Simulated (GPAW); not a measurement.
Moving the Hubbard U on Fe d in FeO

The structure is cubic, space group Fm-3m (No. 225). The conventional cell has a = 4.311 Å, b = 4.311 Å, c = 4.311 Å, α = 90.00°, β = 90.00°, γ = 90.00°. Fe (site symmetry m-3m) is surrounded by 6 O at 2.16 Å. O (site symmetry m-3m) has 6 Fe at 2.16 Å as nearest neighbours.

Kept alike: task band structure; functional PBEsol; k mesh 11 × 11 × 11; occupations fermi-dirac, width 0.05 eV; collinear spin, ferromagnetic start. Program: GPAW, PAW data sets generated for this functional, cutoff 800 eV. The mesh is that of the run's cell of 2 atoms. No spin-orbit coupling.

| Hubbard U on Fe d, U (eV) | pressure (GPa) | largest site moment (μB) |
| --- | --- | --- |
| 0 | -7.00 | 3.54 |
| 1 | -6.74 | 3.59 |
| 2 | -6.40 | 3.63 |
| 3 | -5.85 | 3.68 |
| 4 | -5.25 | 3.72 |
| 6 | -4.10 | 3.80 |
| 8 | -2.42 | 3.89 |

Pressure is positive in compression; the values hold the error of the finite cutoff, so their zero can differ a little from the energy's minimum. For a metal such a mesh leaves the last digits unconverged. The measured crystal is an antiferromagnetic insulator; a metallic or parallel state is the runs' own. How U acts hangs on the program's projectors. The runs hold the magnetic state that their start led to, which needn't be the lowest. Site moments count inside each atom's sphere or projector.

The pressure rises from -7.00 to -2.42 GPa between 0 and 8 eV. U localises the shell and weakens its bonds, so the cell pushes outwards. The largest site moment rises from 3.54 to 3.89 μB between 0 and 8 eV. U favours whole occupations of the shell, which as a rule raises the local moment.

The iron is already in a high-spin state without U, so intra-atomic exchange, which outweighs the octahedral crystal field, is enough to produce the large moment. U only adjusts it. The moment grows steadily towards the spin-only limit of ionic Fe(II) but stays below it. The shortfall probably reflects covalency: σ overlap between Fe e_g and O 2p orbitals moves some spin density onto oxygen, and part of the density also lies outside the region counted as iron. A larger U reduces this mixing, which fits the joint rise of moment and pressure.

The pressure remains negative in every row, so at this lattice constant the cell is under tension and would tend to contract, even at -2.42 GPa. This suggests that the parallel-spin state has a smaller equilibrium volume than the one imposed, across the whole range of U. The trend doesn't single out a best U, since magnetic order and the iron vacancies usual in real wüstite also affect the lattice constant.
